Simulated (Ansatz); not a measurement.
## Li (omega (AlB2-type)): energy against volume

All numbers below come from Ansatz 0.2.0, DFT, revPBE, plane waves (420 eV) with PAW, scalar-relativistic. The PAW files were generated under PBE, with cores re-solved for the functional.

The cell is scaled uniformly from the relaxed one, with fractional coordinates and shape fixed. Energies are extrapolated to zero smearing, pressures are those at the given smearing. Magnetic state: spin not included.

A Birch-Murnaghan fit gives V₀ = 21.16 Å³/atom, B₀ = 12.9 GPa, B₀′ = 3.3.

Task: What are the energy above the minimum and the pressure at 19.480 Å³/atom?

Result: 6.0 meV/atom and 1.24 GPa as computed.

Task: What are the energy above the minimum and the pressure at 20.327 Å³/atom?

Result: 1.4 meV/atom and 0.57 GPa as computed.

Task: What are the energy above the minimum and the pressure at 22.868 Å³/atom?

Result: 4.9 meV/atom and -0.85 GPa as computed.
